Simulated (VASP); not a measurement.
Input of a VASP 6.6.1 run:

File INCAR:

```
SYSTEM = Tm
ALGO     = Normal         ! electronic algorithm
EDIFF    = 1E-8           ! SCF threshold, eV
ENCUT    = 520            ! plane-wave cutoff, eV
GGA      = PS             ! functional
ISIF     = 2              ! what is computed and relaxed
ISMEAR   = -5             ! smearing method
ISPIN    = 2              ! spin polarisation
IVDW     = 13             ! dispersion correction
LASPH    = .TRUE.         ! aspherical terms in the spheres
LCHARG   = .FALSE.        ! write CHGCAR
LDAU     = .TRUE.         ! DFT+U
LDAUJ    = 1            
LDAUL    = 3              ! shell
LDAUPRINT= 1            
LDAUTYPE = 1            
LDAUU    = 4              ! U, eV
LEFG     = .TRUE.       
LMAXMIX  = 6              ! l up to which the mixer works
LORBIT   = 11             ! projections on sites
LREAL    = .FALSE.        ! projectors in reciprocal space
LWAVE    = .FALSE.        ! write WAVECAR
MAGMOM   = 2 -2           ! initial moments
NELM     = 120            ! most SCF steps
PREC     = Accurate       ! precision mode
SIGMA    = 0.05           ! smearing width, eV
```

Contents of KPOINTS:

```
k-points
0
G
  9 9 5
  0 0 0
```

The input POSCAR:

```
Tm
1.0
   -0.0700240000      2.4575050000      2.4345390000
    2.4224170000     -0.0146570000      2.3791720000
    4.9747160000      4.9341580000     -0.1591960000
Tm
2
Cartesian
    4.9087974189      7.3703545528      2.2746131914
    2.4214394189      4.9032755528      2.3542111914
```

Potentials or basis: VASP PAW PBE potentials, release 64 (Tm_3), 4f in core.

Run with:

```bash
$ cat potpaw_PBE.64/Tm_3/POTCAR > POTCAR
$ mpirun -np 1 vasp_std > vasp.out
```

Q: What does it give for the dispersion energy per atom?

A: -0.109 eV.

Q: Predict the net moment.

A: 0.00 μB per cell.

Q: Predict the band gap on the k mesh.

A: None (metal or under the smearing width).

Stress tensor (GPa, compression positive):
```
-3.22  0.17  1.75
 0.17 -3.17  0.30
 1.75  0.30 -2.72
```

Caveat: the magnetic or orbital state may not be the lowest; U is put on an f shell that these potentials keep in the core, so it has next to no effect; the PAW data sets were made with another functional, which shifts forces and pressure a little; spin-orbit coupling is left out, which moves the levels of the heavy elements; the 4f electrons are frozen in the core as for a trivalent ion, so they carry no moment and show no levels; pairwise dispersion overbinds metals, which lowers pressure and volume; tetrahedron occupations give inexact forces and stress in metals. The state reached can hang on the start; a lower one may exist.
